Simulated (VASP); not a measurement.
# Cr (Fd-3m) in VASP: notebook

One crystal, Cr, is run at these levels: RPBE; tasks: single point.

Everything below comes from runs of VASP 6.6.1. Logs are shortened: lines on timing, memory, paths and dates and some standing lists are left out, and cuts for length are marked.

### Step 1. Starting point

It takes space group Fd-3m (No. 227, cubic). Conventional cell: a = 5.154 Å, b = 5.154 Å, c = 5.154 Å, α = 90.00°, β = 90.00°, γ = 90.00°. Cr (site symmetry -43m) is surrounded by 4 Cr at 2.23 Å.

This isn't the form of Cr at room conditions, which is bcc.

### Step 2. Single point, RPBE

Contents of INCAR:

```
SYSTEM = Cr
  PREC = Accurate
  ENCUT = 520
  EDIFF = 1E-6
  ISMEAR = -1
  SIGMA = 0.1
  LREAL = .FALSE.
  LASPH = .TRUE.
  NELM = 60
  ALGO = Normal
  ISIF = 2
  LWAVE = .FALSE.
  LCHARG = .FALSE.
  GGA = RP
  NBANDS = 19
```

Contents of KPOINTS:

```
Automatic mesh
0
G
  17 17 17
  0 0 0
```

Contents of POSCAR:

```
Cr
1.0
    0.0000000000      2.5771434102      2.5771434102
    2.5771434102      0.0000000000      2.5771434102
    2.5771434102      2.5771434102      0.0000000000
Cr
2
Direct
    0.1250000000      0.1250000000      0.1250000000
    0.8750000000      0.8750000000      0.8750000000
```

Potentials or basis: VASP PAW PBE potentials, release 64 (Cr_pv).

Started as:

```sh
$ cat potpaw_PBE.64/Cr_pv/POTCAR > POTCAR
$ mpirun -np 1 vasp_std > vasp.out
```

OUTCAR:

```text
SYSTEM = Cr
   PREC = Accurate
   ENCUT = 520
   EDIFF = 1E-6
   ISMEAR = -1
   LREAL = .FALSE.
   LASPH = .TRUE.
   NELM = 60
   ISIF = 2
   GGA = RP

 ion  position               nearest neighbor table
   1  0.125  0.125  0.125-   2 2.23   2 2.23   2 2.23   2 2.23
   2  0.875  0.875  0.875-   1 2.23   1 2.23   1 2.23   1 2.23

  LATTYP: Found a face centered cubic cell.
 ALAT       =     5.1542868204

  Lattice vectors:

 A1 = (   0.0000000000,   2.5771434102,   2.5771434102)
 A2 = (   2.5771434102,   0.0000000000,   2.5771434102)
 A3 = (   2.5771434102,   2.5771434102,   0.0000000000)

Analysis of symmetry for initial positions (statically):
=====================================================================
 Subroutine PRICEL returns:
 Original cell was already a primitive cell.

 Routine SETGRP: Setting up the symmetry group for a
 face centered cubic supercell.

 Subroutine GETGRP returns: Found 48 space group operations
 (whereof 12 operations were pure point group operations)
 out of a pool of 48 trial point group operations.

The static configuration has the point symmetry D_3d.
 The point group associated with its full space group is O_h .

Analysis of symmetry for dynamics (positions and initial velocities):
=====================================================================
 Subroutine PRICEL returns:
 Original cell was already a primitive cell.

 Routine SETGRP: Setting up the symmetry group for a
 face centered cubic supercell.

 Subroutine GETGRP returns: Found 48 space group operations
 (whereof 12 operations were pure point group operations)
 out of a pool of 48 trial point group operations.

The dynamic configuration has the point symmetry D_3d.
 The point group associated with its full space group is O_h .

 Subroutine INISYM returns: Found 48 space group operations
 (whereof 12 operations are pure point group operations),
 and found     1 'primitive' translations

----------------------------------------------------------------------------------------

                                     Primitive cell

  volume of cell :      34.2331

  direct lattice vectors                    reciprocal lattice vectors
     0.000000000  2.577143410  2.577143410    -0.194013262  0.194013262  0.194013262
     2.577143410  0.000000000  2.577143410     0.194013262 -0.194013262  0.194013262
     2.577143410  2.577143410  0.000000000     0.194013262  0.194013262 -0.194013262

  length of vectors
     3.644631163  3.644631163  3.644631163     0.336040827  0.336040827  0.336040827

  position of ions in fractional coordinates (direct lattice)
     0.125000000  0.125000000  0.125000000
     0.875000000  0.875000000  0.875000000

  ion indices of the primitive-cell ions
   primitive index   ion index
                 1           1
                 2           2

----------------------------------------------------------------------------------------

 KPOINTS: Automatic mesh

Automatic generation of k-mesh.
 Grid dimensions read from file:
 generate k-points for:   17   17   17

 Generating k-lattice:

  Cartesian coordinates                     Fractional coordinates (reciprocal lattice)
    -0.011412545  0.011412545  0.011412545     0.058823529  0.000000000  0.000000000
     0.011412545 -0.011412545  0.011412545     0.000000000  0.058823529  0.000000000
     0.011412545  0.011412545 -0.011412545     0.000000000  0.000000000  0.058823529

  Length of vectors
     0.019767107  0.019767107  0.019767107

  Shift w.r.t. Gamma in fractional coordinates (k-lattice)
     0.000000000  0.000000000  0.000000000

 Subroutine IBZKPT returns following result:
 ===========================================

 Found    165 irreducible k-points:

 Following reciprocal coordinates:
            Coordinates               Weight
  0.000000  0.000000  0.000000      1.000000
  0.058824  0.000000  0.000000      8.000000
  0.117647  0.000000  0.000000      8.000000
  0.176471  0.000000  0.000000      8.000000
  0.235294  0.000000  0.000000      8.000000
  0.294118  0.000000  0.000000      8.000000
[... 16 lines left out ...]
 -0.176471  0.058824  0.000000     24.000000
 -0.117647  0.058824  0.000000     24.000000
 [... further k-points ...]
   k-points           NKPTS =    165   k-points in BZ     NKDIM =    165   number of bands    NBANDS=     19
   number of dos      NEDOS =    301   number of ions     NIONS =      2
   total plane-waves  NPLWV =  21952
   dimension x,y,z NGX =    28 NGY =   28 NGZ =   28
   dimension x,y,z NGXF=    56 NGYF=   56 NGZF=   56
   ions per type =               2
   NGX,Y,Z   is equivalent  to a cutoff of  12.77, 12.77, 12.77 a.u.
   NGXF,Y,Z  is equivalent  to a cutoff of  25.54, 25.54, 25.54 a.u.
 SYSTEM =  Cr
   PREC   = accura    normal or accurate (medium, high low for compatibility)
   ISTART =      0    job   : 0-new  1-cont  2-samecut
   ICHARG =      2    charge: 1-file 2-atom 10-const
   ISPIN  =      1    spin polarized calculation?
   LNONCOLLINEAR =      F non collinear calculations
   LSORBIT =      F    spin-orbit coupling
   LASPH  =      T    aspherical Exc in radial PAW
   ENCUT  =  520.0 eV  38.22 Ry    6.18 a.u.   6.78  6.78  6.78*2*pi/ulx,y,z
   NELM   =     60;   NELMIN=  2; NELMDL= -5     # of ELM steps
   EDIFF  = 0.1E-05   stopping-criterion for ELM
   LREAL  =      F    real-space projection
   EDIFFG = 0.1E-04   stopping-criterion for IOM
   NSW    =      0    number of steps for IOM
   IBRION =     -1    ionic relax: 0-MD 1-quasi-New 2-CG
   NFREE  =      0    steps in history (QN), initial steepest desc. (CG)
   ISIF   =      2    stress and relaxation
   ISYM   =      2    0-nonsym 1-usesym 2-fastsym
   POTIM  = 0.5000    time-step for ionic-motion
   TEBEG  =    0.0;   TEEND  =   0.0 temperature during run
   PSTRESS=    0.0 pullay stress
   NELECT =      24.0000    total number of electrons
   NUPDOWN=      -1.0000    fix difference up-down
   EMIN   =  10.00;   EMAX   =-10.00  energy-range for DOS
   EFERMI =   0.00;   METHOD = LEGACY
   ISMEAR =    -1;   SIGMA  =   0.10  broadening in eV -4-tet -1-fermi 0-gaus
   EFERMI_NEDOS =   21; number of points for ismear=-14 and -15
   IALGO  =     38    algorithm
   IMIX   =      4    mixing-type and parameters
     AMIX     =   0.40;   BMIX     =  1.00
     AMIX_MAG =   1.60;   BMIX_MAG =  1.00
  volume/ion in A,a.u.               =      17.12       115.51
  Fermi-wavevector in a.u.,A,eV,Ry     =   1.454331  2.748287 28.777401  2.115079
  Thomas-Fermi vector in A             =   2.571494
   LORBIT       =      0    0 simple, 1 ext, 2 COOP (PROOUT), +10 PAW based schemes
   GGA     = RP    functional components
   LHFCALC =     F    Hartree Fock is set to
   AEXX    =    0.0000 exact exchange contribution
   IVDW    =     0    specifies the selected vdW correction
   LEPSILON=     F    determine dielectric tensor
   LRPA    =     F    only Hartree local field effects (RPA)
 non-spin polarized calculation
  energy-cutoff  :      520.00
  volume of cell :       34.23
 maximum number of plane-waves:       941
   NGX = 13   NGY = 13   NGZ = 13

 number of electron      23.9999981 magnetization

 Free energy of the ion-electron system (eV)
  ---------------------------------------------------
  ext. energy  EPLUGINS =         0.00000000
  ---------------------------------------------------
  free energy    TOTEN  =       -13.80787063 eV

  energy without entropy =      -13.66637526  energy(sigma->0) =      -13.73712295

 E-fermi :   6.0242     XC(G=0): -11.0407

 val. band max:        6.0229915508   @ k =  -0.4118   0.4118   0.1176
 cond. band min:       6.0288699028   @ k =  -0.2941   0.1176   0.0000
 fundamental gap:      0.0058783521
 Fermi energy:         6.0241551299

 k-point     1 :       0.0000    0.0000    0.0000
  band No.  band energies     occupation
      1     -36.6663      2.00000
      2     -36.6663      2.00000
      3     -36.6663      2.00000
      4     -35.9361      2.00000
      5     -35.9361      2.00000
      6     -35.9361      2.00000
[... 11 lines left out ...]
     18      14.4130      0.00000
     19      14.4147      0.00000

 k-point     2 :       0.0588    0.0000    0.0000
  band No.  band energies     occupation
      1     -36.6695      2.00000
      2     -36.6695      2.00000
      3     -36.6662      2.00000
      4     -35.9368      2.00000
      5     -35.9328      2.00000
      6     -35.9328      2.00000
[... 11 lines left out ...]
     18      14.4130      0.00000
     19      14.4147      0.00000

 k-point     3 :       0.1176    0.0000    0.0000
  band No.  band energies     occupation
      1     -36.6787      2.00000
      2     -36.6787      2.00000
      3     -36.6663      2.00000
      4     -35.9387      2.00000
      5     -35.9235      2.00000
      6     -35.9235      2.00000
[... 11 lines left out ...]
     18      14.4126      0.00000
     19      14.4145      0.00000

 k-point     4 :       0.1765    0.0000    0.0000
  band No.  band energies     occupation
      1     -36.6922      2.00000
      2     -36.6922      2.00000
      3     -36.6665      2.00000
      4     -35.9414      2.00000
      5     -35.9098      2.00000
      6     -35.9098      2.00000
[... 11 lines left out ...]
     18      14.4125      0.00000
     19      14.5008      0.00000

 k-point     5 :       0.2353    0.0000    0.0000
  band No.  band energies     occupation
      1     -36.7079      2.00000
      2     -36.7079      2.00000
      3     -36.6670      2.00000
      4     -35.9444      2.00000
      5     -35.8939      2.00000
      6     -35.8939      2.00000
[... 11 lines left out ...]
     18      13.8651      0.00000
     19      14.4146      0.00000

 k-point     6 :       0.2941    0.0000    0.0000
  band No.  band energies     occupation
      1     -36.7235      2.00000
      2     -36.7235      2.00000
      3     -36.6678      2.00000
      4     -35.9471      2.00000
      5     -35.8781      2.00000
      6     -35.8781      2.00000
[... 11 lines left out ...]
     18      12.5600      0.00000
     19      14.4175      0.00000

 k-point     7 :       0.3529    0.0000    0.0000
  band No.  band energies     occupation
      1     -36.7370      2.00000
      2     -36.7370      2.00000
      3     -36.6688      2.00000
      4     -35.9493      2.00000
      5     -35.8644      2.00000
      6     -35.8644      2.00000
[... 11 lines left out ...]
     18      11.4086      0.00000
     19      14.4138      0.00000

 k-point     8 :       0.4118    0.0000    0.0000
  band No.  band energies     occupation
      1     -36.7469      2.00000
      2     -36.7469      2.00000
      3     -36.6697      2.00000
      4     -35.9508      2.00000
      5     -35.8544      2.00000
      6     -35.8544      2.00000
[... 256 lines left out ...]
 k-point    20 :      -0.3529    0.0588    0.0000
  band No.  band energies     occupation
      1     -36.7605      2.00000
      2     -36.7389      2.00000
      3     -36.6502      2.00000
      4     -35.9664      2.00000
      5     -35.8624      2.00000
      6     -35.8437      2.00000
[... 11 lines left out ...]
     18      11.0751      0.00000
     19      14.4167      0.00000

 k-point    21 :      -0.2941    0.0588    0.0000
  band No.  band energies     occupation
      1     -36.7480      2.00000
      2     -36.7251      2.00000
      3     -36.6518      2.00000
      4     -35.9624      2.00000
      5     -35.8764      2.00000
      6     -35.8557      2.00000
[... 11 lines left out ...]
     18      12.1624      0.00000
     19      14.4166      0.00000

 k-point    22 :      -0.2353    0.0588    0.0000
  band No.  band energies     occupation
      1     -36.7320      2.00000
      2     -36.7093      2.00000
      3     -36.6539      2.00000
      4     -35.9575      2.00000
      5     -35.8924      2.00000
      6     -35.8713      2.00000
[... 11 lines left out ...]
     18      13.4269      0.00000
     19      14.4177      0.00000

 k-point    23 :      -0.1765    0.0588    0.0000
  band No.  band energies     occupation
      1     -36.7140      2.00000
      2     -36.6938      2.00000
      3     -36.6565      2.00000
      4     -35.9520      2.00000
      5     -35.9081      2.00000
      6     -35.8889      2.00000
[... 11 lines left out ...]
     18      14.4065      0.00000
     19      14.4230      0.00000

 k-point    24 :      -0.1176    0.0588    0.0000
  band No.  band energies     occupation
      1     -36.6962      2.00000
      2     -36.6807      2.00000
      3     -36.6595      2.00000
      4     -35.9464      2.00000
      5     -35.9214      2.00000
      6     -35.9064      2.00000
[... 11 lines left out ...]
     18      14.4123      0.00000
     19      14.4144      0.00000

 [... further k-points ...]

------------------------ aborting loop because EDIFF is reached ----------------------------------------

  FORCE on cell =-STRESS in cart. coord.  units (eV):
  Direction    XX          YY          ZZ          XY          YZ          ZX
  --------------------------------------------------------------------------------------
  -------------------------------------------------------------------------------------
  Total        0.0279456      0.0279456      0.0279456      0.0000000      0.0000000     -0.0000000
  in kB        1.3079127      1.3079127      1.3079127      0.0000000      0.0000000     -0.0000000
  external PRESSURE =       1.3079127 kB  Pullay stress =       0.0000000 kB

 VOLUME and BASIS-vectors are now :
 -----------------------------------------------------------------------------
  energy-cutoff  :      520.00
  volume of cell :       34.23
      direct lattice vectors                 reciprocal lattice vectors
     0.000000000  2.577143410  2.577143410    -0.194013262  0.194013262  0.194013262
     2.577143410  0.000000000  2.577143410     0.194013262 -0.194013262  0.194013262
     2.577143410  2.577143410  0.000000000     0.194013262  0.194013262 -0.194013262

 POSITION                                       TOTAL-FORCE (eV/Angst)
 -----------------------------------------------------------------------------------
      0.64429      0.64429      0.64429         0.000000     -0.000000     -0.000000
      4.51000      4.51000      4.51000        -0.000000      0.000000      0.000000
 -----------------------------------------------------------------------------------
    total drift:                                0.000000     -0.000000     -0.000000

  FREE ENERGIE OF THE ION-ELECTRON SYSTEM (eV)
  ---------------------------------------------------
  free  energy   TOTEN  =       -13.8078706325 eV

  energy  without entropy=      -13.6663752632  energy(sigma->0) =      -13.73712295
```

Wall time 87 s (1 thread of Intel Xeon Platinum 8259CL at 2.50GHz (Skylake/Cascade Lake), shared host); peak memory 0.21 GiB.

Results:

| Item | Value |
| --- | --- |
| Free energy | -13.8079 eV |
| Pressure | 0.1 GPa |
| Band gap on the k mesh | none (metal or under the smearing width) |

Caveat: the PAW data sets were made with another functional, which shifts forces and pressure a little; the run has no spin polarisation, though such a crystal can be magnetic.

### Step 3. Single point, RPBE

This run uses another cell than the first one, of 19.17 Å³/atom, 1.120 times its volume.

Contents of INCAR:

```
SYSTEM = Cr
PREC = Accurate
ENCUT = 520
EDIFF = 1E-7
ISMEAR = -1
SIGMA = 0.1
LREAL = .False.
LASPH = .True.
NELM = 80
ALGO = Normal
ISIF = 2
LWAVE = .False.
LCHARG = .True.
GGA = RP
LELF = .True.
LVHAR = .True.
NBANDS = 19
```

Contents of KPOINTS:

```
regular mesh
0
Gamma
  12 12 12
  0 0 0
```

Contents of POSCAR:

```
Cr
1.0
    0.0000000000      2.6763603914      2.6763603914
    2.6763603914      0.0000000000      2.6763603914
    2.6763603914      2.6763603914      0.0000000000
Cr
2
Direct
    0.1250000000      0.1250000000      0.1250000000
    0.8750000000      0.8750000000      0.8750000000
```

Potentials or basis: VASP PAW PBE potentials, release 64 (Cr_pv).

Started as:

```sh
$ cat potpaw_PBE.64/Cr_pv/POTCAR > POTCAR
$ mpirun -np 1 vasp_std > vasp.out
```

It took 51 s on 1 thread of Intel Xeon Platinum 8259CL at 2.50GHz (Skylake/Cascade Lake), shared host; peak memory 0.18 GiB.

It converged, with:

```
Free energy            : -13.6902 eV
Pressure               : -8.6 GPa
Band gap on the k mesh : none (metal or under the smearing width)
```

Levels at points of the mesh, in eV from the Fermi level:
```
           k point  band 10  band 11  band 12  band 13  band 14  band 15
(0.00, 0.00, 0.00)    -0.87    -0.87    -0.87     0.98     0.98     0.98
(0.50, 0.00, 0.00)    -1.04    -0.85    -0.85    -0.15     1.58     1.58
(0.50, 0.50, 0.00)    -0.77    -0.30    -0.30     0.76     0.76     2.55
```

Caveat: the PAW data sets were made with another functional, which shifts forces and pressure a little; the run has no spin polarisation, though such a crystal can be magnetic.

(Continued in part 2 of 2.)
